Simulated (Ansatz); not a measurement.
# Si: the cost of one run

Program: Ansatz 0.2.0. Level of theory: DFT PBE, with the methods named in each step. These are calculated values, not measurements.

The COD entry's cell or inner coordinates are ideal or old and differ from later refinements, so a difference from it is no clean test against experiment.

### 1 The system as given

The structure is cubic, space group Fd-3m (No. 227). Conventional cell: a = 5.427 Å, b = 5.427 Å, c = 5.427 Å, α = 90.00°, β = 90.00°, γ = 90.00°. Si (site symmetry -43m) has 4 Si at 2.35 Å in its first shell of neighbours.

Structure file:

```cif
data_structure
_symmetry_space_group_name_H-M 'P 1'
_symmetry_Int_Tables_number 1
_cell_length_a 3.8376
_cell_length_b 3.8376
_cell_length_c 3.8376
_cell_angle_alpha 60.000
_cell_angle_beta 60.000
_cell_angle_gamma 60.000
_cell_volume 39.96
loop_
_atom_site_label
_atom_site_type_symbol
_atom_site_fract_x
_atom_site_fract_y
_atom_site_fract_z
_atom_site_occupancy
Si1 Si 0.75000 0.75000 0.75000 1
Si2 Si 0.50000 0.50000 0.50000 1
```

Atoms are numbered in the order of the input: Si1, Si2.

### 2 The bond as given, LAPW

The input, input.yaml:

```yaml
crystal:
  lattice:
    - [0.0, 2.71356, 2.71356]
    - [2.71356, 0.0, 2.71356]
    - [2.71356, 2.71356, 0.0]
  atoms:
    - { symbol: Si, position: [0.75, 0.75, 0.75] }
    - { symbol: Si, position: [0.5, 0.5, 0.5] }
kpoints:
  mp_grid: { grid: [10, 10, 10] }
scf:
  occupations: { method: fermi_dirac, width: 0.05 }
hamiltonian:
  xc: pbe
  pseudopotentials: { kind: all_electron, lapw: { basis_error: 0.001 } }
output:
  forces: true
  stress: true
  eigenvalues: true
  populations: true
```

The run is started by

```sh
$ ansatz run input.yaml --threads 1 --pin off --max-ram 2048MiB --backend cpu --events-out ev --progress --plain --runs-dir out
```

Q: Estimate wall time and peak memory on 1 thread of Intel Xeon 6975P-C (Granite Rapids), shared host.

About 2.6 s, with a peak of 0.27 GiB.
